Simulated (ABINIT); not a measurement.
Runs of ABINIT 10.8.3 (patched build) on MgS (Niningerite). It takes space group Fm-3m (No. 225, cubic). Conventional cell: a = 5.203 Å, b = 5.203 Å, c = 5.203 Å, α = 90.00°, β = 90.00°, γ = 90.00°. Around S (site symmetry m-3m) lie 6 Mg at 2.60 Å. Mg (site symmetry m-3m) is surrounded by 6 S at 2.60 Å. 

```csv
task,level,potentials or basis,k mesh,cutoff (eV),smearing,bands in the sums,one-shot functional,stop of the response cycle (tolvrs),acoustic sum rule (asr),bands of the masses,gap on the mesh (eV),pressure (GPa)
single point,PBEsol,PseudoDojo NC SR PBEsol v0.4.1 standard,7 × 7 × 7,1034,fermi-dirac 0.05 eV,-,-,-,-,-,2.91,-1.4
one-shot levels of the hybrid HF,PBE,PseudoDojo NC SR PBE v0.5 stringent,6 × 6 × 6,1143,fixed,16,HF,-,-,-,2.78,-
dielectric tensor,PBE,PseudoDojo NC SR PBE v0.4.1 standard,"4 × 4 × 4, with 4 shifts",1088,fixed,-,-,1e-09,1,-,-,1.1
effective masses,PBE,PseudoDojo NC SR PBE v0.4.1 standard,6 × 6 × 6,1088,fixed,-,-,-,-,"[[6, 8], [9, 9]]",-,1.1
single point,PBE,PseudoDojo NC SR PBE v0.4.1 standard,7 × 7 × 7,1088,fermi-dirac 0.05 eV,-,-,-,-,-,(a),1.1
```

Alike in all rows: no spin polarisation; cell as given.

Task: Fill in the values left out.

Result: (a) 3.00.

Caveats: an odd mesh through Γ misses points on the zone boundary, where band edges often lie (some runs); the masses are taken at a mesh point that needn't be the band's extremum (some runs).

Not every run made on this cell is shown here.
